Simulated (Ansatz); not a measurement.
Base system: LaAlO$_{3}$ in the cubic perovskite structure (space group Pm-3m, No. 221; a = 3.786 Å).

Now apply this change: cell and atoms relaxed at a pressure of 3 GPa.

Computed with r2SCAN, PAW, 500 eV (Ansatz, an electronic-structure program; spin-orbit coupling left out), earlier PAW set.

Base, band edges from the VBM (valence, conduction): M -0.03, 4.95; R 0.00, 5.09; X -1.11, 4.92; Γ -0.12, 4.02 eV.

Problem. Give the band edges at the high-symmetry points of the new zone, measured from its valence-band maximum.

Solution. 
| point | valence edge (eV) | conduction edge (eV) |
|---|---|---|
| Γ | -0.10 | 4.05 |
| X | -1.12 | 5.00 |
| M | -0.03 | 5.02 |
| R | 0.00 | 5.18 |

The gap is 4.05 eV, indirect, R → Γ.

Load acts through the strain it causes; cell and atoms are relaxed under it. Whether these cells are dynamically stable was not tested. Many cubic perovskites are stable only at high temperature; tilts and polar distortions were not tested.
